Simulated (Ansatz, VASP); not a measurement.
One calculation of MgI2, two programs

File INCAR:

```
PREC = Accurate
ENCUT = 520
EDIFF = 1E-6
ISMEAR = 0
SIGMA = 0.05
LREAL = F
LASPH = T
NELM = 80
ALGO = Normal
ISIF = 2
LWAVE = F
LCHARG = T
GGA = PE
LELF = T
LVHAR = T
NBANDS = 15
```

File KPOINTS:

```
regular mesh
0
Gamma
  6 6 4
```

POSCAR

```
MgI2
1.0
    4.1846439568      0.0000000000      0.0000000000
   -2.0923219784      3.6240079724      0.0000000000
    0.0000000000      0.0000000000      7.7698369697
Mg I
1 2
Direct
    0.0000000000      0.0000000000      0.0000000000
    0.3333333333      0.6666666667      0.7666648737
    0.6666666667      0.3333333333      0.2333351263
```

Input for Ansatz:

```yaml
crystal:
  lattice:
    - [4.1846439568, 0.0, 0.0]
    - [-2.0923219784, 3.6240079724, 0.0]
    - [0.0, 0.0, 7.7698369697]
  atoms:
    - { symbol: Mg, position: [0.0, 0.0, 0.0] }
    - { symbol: I, position: [0.3333333333, 0.6666666667, 0.7666648737] }
    - { symbol: I, position: [0.6666666667, 0.3333333333, 0.2333351263] }
basis:
  ecutwfc: 520.0
kpoints:
  mp_grid: { grid: [6, 6, 4] }
hamiltonian:
  xc: pbe
scf:
  occupations: { method: gaussian, width: 0.05 }
output:
  forces: true
  stress: true
  eigenvalues: true
```

Alike in both runs: task single point; functional PBE; k mesh 6 × 6 × 4; occupations gaussian, width 0.05 eV; no spin polarisation.

|  | VASP | Ansatz |
| --- | --- | --- |
| version | VASP 6.6.1 | Ansatz 0.2.0 |
| potentials or method | VASP PAW PBE potentials, release 64 (Mg, I) | scalar-relativistic, plane waves, PAW |
| plane-wave cutoff (eV) | 520 | 520 |
| valence electrons in the cell | 16 | 44 |

|  | VASP | Ansatz | Ansatz less VASP |
| --- | --- | --- | --- |
| gap on the k mesh at the Fermi level (eV) | 3.26 | 3.28 | +0.017 |
| least direct gap on the mesh (eV) | 3.30 | 3.31 | +0.015 |
| pressure (GPa) | -1.4 | -1.4 | +0.05 |
| largest component of the traceless stress (GPa) | 1.33 | 1.33 | +0.005 |
| rms of the force components (eV/Å) | 0.277 | 0.272 | -0.0046 |

Atom by atom the forces differ by 0.005 eV/Å (rms over components). With one functional, cell and mesh, what is left measures potentials, basis and numerics. The two sets of potentials don't hold the same shells in valence.

Caveats: spin-orbit coupling is left out, which moves the levels of the heavy elements; this functional lacks dispersion, which binds the layers, so the pressure and a relaxed spacing across them are unreliable. A k mesh can miss the band edges.
